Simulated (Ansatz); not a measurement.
# Nb2NOS MXene monolayer in a perpendicular field, part 2 of 2

Wanted: the out-of-plane response of the Nb2NOS MXene monolayer. A positive field points along +c.

Ansatz 0.2.0; plane-wave DFT, PBE-D3(BJ), Ansatz PAW.

So far. Step 2 (Relaxation): The lattice constant a goes from 3.079 to 3.182 Å.

## Step 3: Single point, field 0

A sawtooth potential applies the field, turning back in the middle of the vacuum. With the dipole correction the typed value is the field outside the slab. The induced dipole is small, so the SCF threshold is tight.

The cell differs from the one that the last finished run ended in (c 41.809 → 23.045 Å).

Input file input.yaml:

```yaml
crystal:
  lattice:
    - [3.1822197156, 0.0, 0.0]
    - [-1.5911098578, 2.7558831141, 0.0]
    - [0.0, 0.0, 23.045066304]
  atoms:
    - { symbol: S, position: [0.3333333333, 0.6666666667, 0.3905391237] }
    - { symbol: Nb, position: [0.6666666667, 0.3333333333, 0.4616782212] }
    - { symbol: "N", position: [0.0, 0.0, 0.5153875829] }
    - { symbol: Nb, position: [0.3333333333, 0.6666666667, 0.564208872] }
    - { symbol: O, position: [0.6666666667, 0.3333333333, 0.6094608763] }
kpoints:
  mp_grid: { grid: [18, 18, 1] }
  band_path:
    path: [[0, 0, 0], [0.5, 0, 0], [0.33333333, 0.33333333, 0], [0, 0, 0]]
    npoints: 16
hamiltonian:
  xc: pbe
  dispersion: d3bj
scf:
  occupations: { method: fermi_dirac, width: 0.02585 }
  convergence: { dr2_threshold: 1.0e-10 }
efield:
  axis: 3
  dipole_correction: true
  ramp_position: 0.97
  ramp_width: 0.06
  amplitude: 0
output:
  dos: { projected: true, e_range: [-6, 5] }
  write_potential: true
  write_density: true
  volumetric_format: npy
  elf: true
```

Started as:

```bash
$ ansatz run input.yaml --threads 2 --pin off --max-ram 3072MiB --backend cpu --events-out ev --progress --plain --runs-dir out
```

Numbers of over 12 decimals in the logs are rounded to 6 here.

Output:

```text
[...]
Crystal: 5 atoms, lattice volume = 202.101 Å³
Basis set: ecut = 420 eV, 3965 PW (Γ)
Bands: 27, of which v1, the nominal top of the filled ones, is band 22 counted from 1 (21 counted from 0)
Symmetry: 6 space group operations
[...]
k-points: 37 of 324 (time reversal used)
[...]
SCF iter   1: F=—  HF=-10964.340490 eV  |F-HF|=—  |Δ(HF+E_count)|=         —  Δρ=4.64e-3  dr2=9.46e-2  ethr=1.77e-3  p=0.018 e·Å  D=1.65e-2 V/Å  ΔV_dip=-0.38 eV  dr2_dipole=2.20e-2  V_vac-E_F(+/−)=5.22/5.60 eV  ⟨swp⟩=10.2  Hψ=6197  notcnv=0
efield: sawtooth ramp at fractional position 0.9700 (set: `efield.ramp_position`, or a place that a band, a saddle search or an elastic batch's reference lends), width 0.0600; the density the first Hamiltonian is built on has a dipole p = 0.018 e·Å; the dipole correction subtracts the counter field D = 1.65e-2 V/Å, which shifts the + side's vacuum level by -0.38 eV against the − side's; the planar-averaged density in the ramp window peaks in size at 1.0e-5 e/Å³
[...]
SCF iter   2: F=—  HF=-10964.355389 eV  |F-HF|=—  |Δ(HF+E_count)|=   1.49e-2  Δρ=6.06e-3  dr2=2.80e-1  ethr=2.20e-4  p=-0.023 e·Å  D=-2.02e-2 V/Å  ΔV_dip=0.47 eV  dr2_dipole=6.68e-2  V_vac-E_F(+/−)=5.70/5.23 eV  ⟨swp⟩=2.8  Hψ=2038  notcnv=0  defer=26  recentre
[...]
SCF iter  11: F=-10964.334298 eV  HF=-10964.334298 eV  |F-HF|=4.37e-11  |Δ(HF+E_count)|=  1.56e-10  Δρ=1.18e-7  dr2=2.09e-11  ethr=1.00e-12  p=-0.003 e·Å  D=-2.48e-3 V/Å  ΔV_dip=0.06 eV  dr2_dipole=2.15e-13  V_vac-E_F(+/−)=5.48/5.42 eV  ⟨swp⟩=7.8  Hψ=2807  notcnv=0
SCF 1 converged in 11 iterations: F = -10964.334298 eV  dr2 = 2.09e-11
[...]
NSCF: frozen V_eff on 49 k-points
efield: sawtooth ramp at fractional position 0.9700 (kept from the solve that this one continues, or follows in the run), width 0.0600; the density the first Hamiltonian is built on has a dipole p = -0.003 e·Å; the dipole correction subtracts the counter field D = -2.48e-3 V/Å, which shifts the + side's vacuum level by +0.06 eV against the − side's; the planar-averaged density in the ramp window peaks in size at 1.3e-6 e/Å³
[...]
SCF converged after 11 iterations
Free energy (F): -10964.334298 eV
[...]
Internal energy: -10964.332304 eV  (E = F + TS)
E sigma→0 (E₀):  -10964.333301 eV
Entropy (-TS):   -0.001994 eV (-0.399 meV/atom)
Fermi energy:    1.023508 eV
Dipole field:    D = -0.002477 V/Å  (p = -0.002767 e·Å, saw-weighted, corrected)
Work function:   Φ+ = 5.4783 eV   Φ− = 5.4213 eV
Levels:          The Fermi level and band energies are counted from a zero that moves with the ramp; work functions are not
[...]
--- Band table (eV; the first three rows and the last of 37) ---
  k-point 0: bands = [... 18 lower, -0.3744, -0.3744, -0.0273, -0.0273, 0.4740, 2.0983, 2.0983, 2.3475, ... 1 higher]
  k-point 1: bands = [... 18 lower, -0.6888, -0.5768, 0.0670, 0.2263, 0.5889, 2.0182, 2.1243, 2.4998, ... 1 higher]
  k-point 2: bands = [... 18 lower, -1.0275, -0.7942, -0.0976, 0.5722, 0.8895, 1.9962, 2.2404, 2.7284, ... 1 higher]
  k-point 36: bands = [... 18 lower, -2.8804, -2.4760, 0.6722, 1.2397, 1.6314, 2.8419, 3.2910, 3.5321, ... 1 higher]
```

The job ended after 9.9 s (2 threads of Intel Xeon 6975P-C (Granite Rapids), shared host; peak memory 0.61 GiB).

Numbers from this step:

- energy at zero smearing: -10964.3333 eV
- work function, upper face: 5.478 eV
- work function, lower face: 5.421 eV
- dipole along the normal: -0.002767 e·Å
- step between the vacuum levels: 0.05705 eV

Running mean over a fixed 2.7 Å (it still follows the layers) of the planar mean; the ramp of the sawtooth is left out. Electron's electrostatic potential energy less the Fermi level against z:

```tsv
z (Å)	electron's electrostatic potential energy less the Fermi level (eV)
3.5	5.42
4.0	5.42
4.5	5.42
5.0	5.42
5.5	5.41
6.0	5.39
6.5	5.26
7.0	4.61
7.5	2.69
8.0	0.263
8.5	-1.91
9.0	-5.10
9.5	-9.38
10.0	-11.6
10.5	-12.1
11.0	-12.9
11.5	-14.5
12.0	-14.9
12.5	-14.1
13.0	-13.3
13.5	-11.1
14.0	-7.77
14.5	-3.17
15.0	0.905
15.5	3.71
16.0	5.17
16.5	5.43
17.0	5.47
17.5	5.48
18.0	5.48
18.5	5.48
19.0	5.48
19.5	5.48
20.0	5.48
```

The density of states has structure finer than the step of the table below, so its rows give means over 0.25 eV, whole bins alone (the curve runs from -6 to 1.99 eV). Peaks (eV: height): -5.780: 6.84, -5.590: 9.43, -4.620: 13.9, -4.240: 8.06, -3.880: 6.46, 1.170: 6.91, 1.440: 7.08.

The density of states by energy, zero at the Fermi level; means over each step:

```tsv
energy (eV)	density of states (states/eV a cell)
-5.75	2.88
-5.50	4.55
-5.25	0.862
-5.00	4.36
-4.75	4.51
-4.50	5.76
-4.25	5.28
-4.00	2.52
-3.75	2.02
-3.50	1.65
-3.25	2.34
-3.00	3.13
-2.75	1.75
-2.50	2.01
-2.25	2.18
-2.00	2.29
-1.75	1.78
-1.50	1.60
-1.25	2.02
-1.00	1.52
-0.75	1.01
-0.50	1.88
-0.25	1.40
0.00	1.43
0.25	1.52
0.50	1.43
0.75	2.12
1.00	3.99
1.25	5.42
1.50	4.12
1.75	2.97
```

Projected DOS per atom over height of the atomic layer and energy from the Fermi level. Layers: S Nb N Nb O from below.

Values in states/eV, 22 rows by 5 columns, each cell a mean:
```
0.15 0.96 0.28 1.08 0.15
0.13 1.00 0.46 2.36 0.23
0.21 1.43 0.40 2.57 0.20
0.10 0.63 0.19 1.10 0.12
0.13 0.51 0.12 0.67 0.11
0.16 0.50 0.10 0.53 0.12
0.28 0.52 0.12 0.59 0.15
0.23 0.29 0.11 0.39 0.11
0.37 0.60 0.12 0.52 0.18
0.42 0.51 0.09 0.37 0.20
0.80 0.65 0.10 0.26 0.16
1.11 0.69 0.08 0.14 0.12
1.21 0.49 0.09 0.06 0.09
1.40 0.39 0.26 0.06 0.32
1.16 0.45 0.25 0.07 0.42
0.73 0.38 0.10 0.05 0.25
0.67 0.47 0.30 0.19 1.06
0.74 0.68 0.54 0.42 2.52
0.84 0.68 0.47 0.77 3.14
1.31 0.69 0.21 0.25 0.56
0.35 0.58 0.48 0.69 1.23
0.04 0.18 0.29 0.39 0.63
```
Columns: height of the atomic layer (Å) from 9 to 14.0 (not evenly spaced); rows upwards: energy from the Fermi level (eV) from -5.96 to 1.96.

Electronic bands along the path, in eV, zero at the Fermi level:

```tsv
point	band 18	band 19	band 20	band 21	band 22	band 23	band 24	band 25
Γ	-3.05	-1.40	-1.40	-1.05	-1.05	-0.55	1.07	1.07
halfway	-3.94	-2.79	-2.00	-1.77	0.22	0.54	1.10	2.01
M	-4.44	-3.04	-2.19	-2.04	0.84	1.36	1.46	2.51
halfway	-4.20	-3.67	-2.90	-1.21	0.78	1.00	1.59	2.44
K	-4.34	-3.90	-3.50	-0.35	0.22	0.61	1.82	2.27
halfway	-3.81	-3.23	-2.40	-0.94	-0.65	1.24	1.54	1.80
Γ	-3.05	-1.40	-1.40	-1.05	-1.05	-0.55	1.07	1.07
```

Electrostatic potential energy in the ca plane at fractional y = 0.333, with atoms of Nb and O within 0.2 Å of it. With pseudopotentials it is smooth inside the atoms' cores, unlike the true potential.

Ten even steps from '0' (-47 eV) to '9' (7 eV), each cell a mean:
```
99999999999874235788878789999999999999999999
99999999999840002688885116999999999999999999
99999999999720000688883004999999999999999999
99999999999840002688886227999999999999999999
99999999998875346888778889999999999999999999
99999999987888788887657899999999999999999999
99999999877888888886556899999999999999999999
99999999988887778887667899999999999999999999
```
Columns run along c (16.0 Å, from fractional 0.24 to 0.93 of the cell; values clipped at the 3rd and 97th percentile), rows up along a (3.2 Å). Atoms in or near the plane, at fractional coordinates: Nb at (0.46, 0.67), O at (0.61, 0.67).

Valence density in the ca plane at fractional y = 0.333, with atoms of Nb and O within 0.2 Å of it. It is the smooth field of the valence electrons, not physical close to the nuclei.

Values in e/Å³, 5 rows by 16 columns, each cell a mean:
```
0.0 0.0 0.0 0.0 0.0 0.0 0.1 0.3 1.7 1.7 0.3 0.5 1.6 0.2 0.0 0.0
0.0 0.0 0.0 0.0 0.0 0.0 0.0 0.2 3.4 3.5 0.2 0.8 5.1 0.4 0.0 0.0
0.0 0.0 0.0 0.0 0.0 0.0 0.1 0.3 1.7 1.8 0.3 0.5 1.7 0.2 0.0 0.0
0.0 0.0 0.0 0.0 0.0 0.0 0.2 0.5 0.3 0.4 0.5 0.6 0.2 0.0 0.0 0.0
0.0 0.0 0.0 0.0 0.0 0.0 0.2 0.5 0.3 0.3 0.5 0.6 0.2 0.0 0.0 0.0
```
Columns run along c (16.0 Å, from fractional 0.08 to 0.77 of the cell), rows up along a (3.2 Å). Atoms in or near the plane, at fractional coordinates: Nb at (0.46, 0.67), O at (0.61, 0.67).

ELF in the ca plane at fractional y = 0.333, with atoms of Nb and O within 0.2 Å of it. It is the smooth field of the valence electrons, not physical close to the nuclei.

Values, 5 rows by 16 columns, each cell a mean:
```
0.00 0.01 0.11 0.37 0.37 0.59 0.25 0.19 0.67 0.61 0.10 0.00 0.00 0.00 0.00 0.00
0.00 0.00 0.02 0.10 0.45 0.54 0.30 0.29 0.62 0.74 0.17 0.00 0.00 0.00 0.00 0.00
0.00 0.01 0.12 0.37 0.38 0.59 0.25 0.20 0.66 0.61 0.10 0.00 0.00 0.00 0.00 0.00
0.00 0.05 0.45 0.74 0.50 0.22 0.42 0.25 0.21 0.14 0.01 0.00 0.00 0.00 0.00 0.00
0.00 0.05 0.46 0.76 0.51 0.21 0.44 0.24 0.18 0.12 0.01 0.00 0.00 0.00 0.00 0.00
```
Columns run along c (16.0 Å, from fractional 0.24 to 0.93 of the cell), rows up along a (3.2 Å). Atoms in or near the plane, at fractional coordinates: Nb at (0.46, 0.67), O at (0.61, 0.67).

The work function of the upper face is 5.48 eV.

## Step 4: Atoms held, field 0.1 V/Å

Changes to input.yaml since step 3:

```diff
@@ -27,5 +27,4 @@
   ramp_width: 0.06
-  amplitude: 0
+  amplitude: 0.1
 output:
-  dos: { projected: true, e_range: [-6, 5] }
   write_potential: true
@@ -33,2 +32 @@
   volumetric_format: npy
-  elf: true
```

Output:

```text
[...]
Crystal: 5 atoms, lattice volume = 202.101 Å³
Basis set: ecut = 420 eV, 3965 PW (Γ)
Bands: 27, of which v1, the nominal top of the filled ones, is band 22 counted from 1 (21 counted from 0)
Symmetry: 6 space group operations
[...]
k-points: 37 of 324 (time reversal used)
[...]
k-point 0: bands = [... 18 lower, -0.3921, -0.3921, -0.0470, -0.0470, 0.4530, 2.0810, 2.0810, 2.3305, ... 1 higher]
  k-point 1: bands = [... 18 lower, -0.7087, -0.5959, 0.0477, 0.2079, 0.5692, 1.9998, 2.1071, 2.4839, ... 1 higher]
  k-point 2: bands = [... 18 lower, -1.0499, -0.8145, -0.1172, 0.5546, 0.8714, 1.9767, 2.2232, 2.7136, ... 1 higher]
  k-point 36: bands = [... 18 lower, -2.9066, -2.5047, 0.6549, 1.2222, 1.6161, 2.8243, 3.2708, 3.5155, ... 1 higher]
[key lines of the parts left out:]
SCF converged after 15 iterations
Free energy (F): -10964.335603 eV
Fermi energy:    1.006199 eV
Dipole field:    D = 0.025852 V/Å  (p = 0.028873 e·Å, saw-weighted, corrected)
```

Run time: 12 s. Hardware: 2 threads; peak memory 0.58 GiB; 23 s of CPU time.

The dipole is 0.0289 e·Å, 0.0316 e·Å from its value without field.

## Step 5: Single point, field -0.1 V/Å

Changes to input.yaml since step 4:

```diff
@@ -27,3 +27,3 @@
   ramp_width: 0.06
-  amplitude: 0.1
+  amplitude: -0.1
 output:
```

Output:

```text
[...]
Crystal: 5 atoms, lattice volume = 202.101 Å³
Basis set: ecut = 420 eV, 3965 PW (Γ)
Bands: 27, of which v1, the nominal top of the filled ones, is band 22 counted from 1 (21 counted from 0)
Symmetry: 6 space group operations
[...]
k-points: 37 of 324 (time reversal used)
[...]
k-point 0: bands = [... 18 lower, -0.3574, -0.3574, -0.0081, -0.0081, 0.4943, 2.1149, 2.1149, 2.3639, ... 1 higher]
  k-point 1: bands = [... 18 lower, -0.6695, -0.5582, 0.0858, 0.2442, 0.6079, 2.0361, 2.1410, 2.5150, ... 1 higher]
  k-point 2: bands = [... 18 lower, -1.0058, -0.7744, -0.0785, 0.5893, 0.9071, 2.0151, 2.2571, 2.7427, ... 1 higher]
  k-point 36: bands = [... 18 lower, -2.8548, -2.4478, 0.6889, 1.2567, 1.6462, 2.8588, 3.3106, 3.5481, ... 1 higher]
[key lines of the parts left out:]
SCF converged after 15 iterations
Free energy (F): -10964.336156 eV
Fermi energy:    1.040226 eV
Dipole field:    D = -0.030790 V/Å  (p = -0.034388 e·Å, saw-weighted, corrected)
```

Elapsed: 11 s, on 2 threads; peak memory 0.59 GiB; 22 s of CPU time.

The dipole is -0.0344 e·Å, -0.0316 e·Å from its value without field.

## Step 6: Response, atoms held

This step: plane-wave DFT, PBE-D3(BJ), Ansatz PAW; response to a field along the normal, atoms held (Ansatz 0.2.0).

The dipoles give the slope, and the difference of two potentials shows where the field is screened.

Numbers from this step:

| Quantity | Value |
| --- | --- |
| equivalent conductor thickness p/(ε₀AE) | 6.527 Å |
| distance between the outer atoms | 5.045 Å |

Dipole of the cell against applied field:

```tsv
applied field (V/Å)	dipole of the cell (e·Å)
-0.1000	-0.0344
0.0000	-0.00277
0.1000	0.0289
```

Local field over the applied field, running mean. From the potentials at -0.1 and 0.1 V/Å; running mean over 2.5 Å. Table of local field over applied field by z:

```tsv
z (Å)	local field over applied field
4.5	0.999
5.0	0.997
5.5	0.991
6.0	0.974
6.5	0.928
7.0	0.827
7.5	0.672
8.0	0.494
8.5	0.314
9.0	0.166
9.5	0.0770
10.0	0.0366
10.5	0.0188
11.0	0.0174
11.5	0.0188
12.0	0.0197
12.5	0.0352
13.0	0.0811
13.5	0.168
14.0	0.306
14.5	0.475
15.0	0.651
15.5	0.805
16.0	0.917
16.5	0.972
17.0	0.992
17.5	0.998
18.0	0.999
18.5	1.000
19.0	1.000
```

Electrons, planar mean, per unit field. The induced electron density by z:

```tsv
z (Å)	induced electron density (e/Å³ per V/Å)
4.03	1.1e-6
4.46	3.1e-6
4.90	8.7e-6
5.19	1.7e-5
5.62	4.8e-5
6.05	1.3e-4
6.48	3.3e-4
6.91	8.0e-4
7.20	0.00138
7.63	0.00276
8.07	0.00375
8.50	0.00227
8.93	8.9e-4
9.36	8.4e-4
9.65	-2.9e-5
10.08	-8.1e-4
10.51	5.6e-4
10.95	2.6e-4
11.38	2.1e-4
11.67	2.5e-6
12.10	-3.7e-4
12.53	-2.6e-4
12.96	-3.3e-4
13.39	-1.7e-4
13.68	-0.00162
14.12	-0.00166
14.55	-0.00350
14.98	-0.00290
15.41	-0.00137
15.84	-5.4e-4
16.13	-2.8e-4
16.56	-9.7e-5
17.00	-3.2e-5
17.43	-1.0e-5
17.86	-3.4e-6
18.15	-1.6e-6
18.58	-5.2e-7
19.01	-1.7e-7
```

By hand: between -0.1 and 0.1 V/Å the dipole changes by 0.06326 e·Å, a slope of 0.3163 e·Å²/V. A perfect conductor of thickness t has p = ε₀AEt, so t = 180.95 × 0.3163 / 8.770 = 6.53 Å (e/ε₀ = 180.95 V·Å, A in Å²).

The induced dipole is that of a conductor 6.53 Å thick.

## Step 7: Results

```
gap without field                          : none
work function, upper face                  : 5.48 eV
step between the vacuum levels             : 0.0570 eV
equivalent conductor thickness, atoms held : 6.53 Å
```

In words: The induced dipole equals that of a perfect conductor 6.53 Å thick, while the outer atoms lie 5.05 Å apart. The two faces differ: the vacuum level above lies 0.06 eV higher than the one below. There is no gap over 0.03 eV, with or without the field. The first relaxation ran with spin and lost its moment, and the later runs have none; other magnetic states were not tried. Spin-orbit coupling is left out. The MXene's terminations sit over the metal atoms of its far layer; the site over carbon or nitrogen, which some compounds prefer, was not run.

[Logs are printed without paths, hosts, clocks, repeated set-up lines and the standing remarks that a program may print on its own settings, such as how far it seeks lower states.]

[Hosts, paths, dates, database ids (printed as entryN), source tags and the programs' standing remarks are cut or masked in the printed files.]

[Maps of the electrostatic potential energy from Ansatz leave out the sawtooth potential of an applied field or a dipole correction, so their vacuum need not be flat; planar profiles and work functions include it.]

[The density of states shown here was stored with 400 of the rows of the run's finer table, so its peaks can read low, often by over a quarter, or be missed, and its means over a window can be off by a tenth or more.]
